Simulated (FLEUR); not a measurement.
Runs of FLEUR MaX-R8.1 (later development tree) on Sn. Symmetry: I4_1/amd, No. 141, tetragonal system. Conventional cell: a = 5.880 Å, b = 5.880 Å, c = 3.199 Å, α = 90.00°, β = 90.00°, γ = 90.00°. Sn (site symmetry -4m2) has 6 Sn at 3.05 to 3.20 Å as nearest neighbours. 

```csv
task,level,gmax,muffin-tin radii,lmax,max iterations,mixing factor,kmax,gap on the mesh (eV),V0 of scaled cells (Å³/atom),B0 (GPa)
single point,PBE,11.8 1/bohr,Sn 2.59 bohr,Sn 11,60,0.05,3.8 1/bohr,none,-,-
equation of state,AM05,12.7 1/bohr,Sn 2.59 bohr,Sn 11,-,-,4.1 1/bohr,-,(c),54
single point,PBEsol,12.7 1/bohr,Sn 2.59 bohr,Sn 10,60,0.05,4.1 1/bohr,none,-,-
equation of state,PBE,11.8 1/bohr,Sn 2.59 bohr,Sn 11,-,-,3.8 1/bohr,-,28.43,(b)
equation of state,r2SCAN,12.7 1/bohr,Sn 2.59 bohr,Sn 10,-,-,4.1 1/bohr,-,27.64,53
equation of state,PBEsol,12.7 1/bohr,Sn 2.59 bohr,Sn 10,-,-,4.1 1/bohr,-,(a),56
```

Alike in all rows: potentials or basis all-electron, FLAPW; no spin polarisation; cell as given; k mesh 9 × 9 × 9; smearing fermi-dirac 0.05 eV.

Task: Estimate the missing entries.

Result: (a) 26.91; (b) 48; (c) 26.90.

Caveats: the cell was scaled at fixed shape and fractional positions, which overstates the stiffness of a crystal with free parameters, most of all of layers and chains (some runs); the meta-GGA is that of a development version, with a GGA for the radial functions and cores and without core tails (some runs).

A k mesh can miss the band edges, and the runs leave out spin-orbit coupling on Sn.

A gap of «none» marks a metal or a gap under the smearing width.

Not every run made on this cell is shown here.
